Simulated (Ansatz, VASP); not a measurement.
## Zn in VASP and in Ansatz

File INCAR:

```
ALGO = Fast
EDIFF = 1E-6
ENCUT = 520
GGA = PE
ISIF = 2
ISMEAR = 0
LASPH = True
LCHARG = False
LREAL = False
LWAVE = False
NBANDS = 12
NELM = 100
PREC = Accurate
SIGMA = 0.15
```

Contents of KPOINTS:

```
k-points
0
Gamma
  22 22 22
```

Contents of POSCAR:

```
Zn
1.0
   -1.6161081100      1.5690370000      1.5690370000
    1.6161081100     -1.5690370000      1.5690370000
    1.6161081100      1.5690370000     -1.5690370000
Zn
1
Direct
    0.0000000000      0.0000000000      0.0000000000
```

Input for Ansatz:

```yaml
crystal:
  lattice:
    - [-1.61610811, 1.569037, 1.569037]
    - [1.61610811, -1.569037, 1.569037]
    - [1.61610811, 1.569037, -1.569037]
  atoms:
    - { symbol: Zn, position: [0.0, 0.0, 0.0] }
basis:
  ecutwfc: 420
kpoints:
  mp_grid: { grid: [22, 22, 22] }
hamiltonian:
  xc: pbe
scf:
  occupations: { method: gaussian, width: 0.15 }
output:
  forces: true
  stress: true
  eigenvalues: true
```

Change from the starting cell: strain +0.0300 x Voigt [1, 0, 0, 0, 0, 0], atoms carried along.

Alike in both runs: task single point; functional PBE; k mesh 22 × 22 × 22; occupations gaussian, width 0.15 eV; no spin polarisation.

|  | VASP | Ansatz |
| --- | --- | --- |
| version | VASP 6.6.1 | Ansatz 0.2.0 |
| potentials or method | VASP PAW PBE potentials, release 64 (Zn) | scalar-relativistic, plane waves, PAW |
| plane-wave cutoff (eV) | 520 | 420 |
| valence electrons in the cell | 12 | 12 |

|  | VASP | Ansatz | Ansatz less VASP |
| --- | --- | --- | --- |
| gap on the k mesh at the Fermi level (eV) | none | none | - |
| pressure (GPa) | -1.8 | -2.0 | -0.25 |
| largest component of the traceless stress (GPa) | 0.67 | 0.67 | -0.003 |

A gap of «none» marks a metal or a gap that the smearing closes.
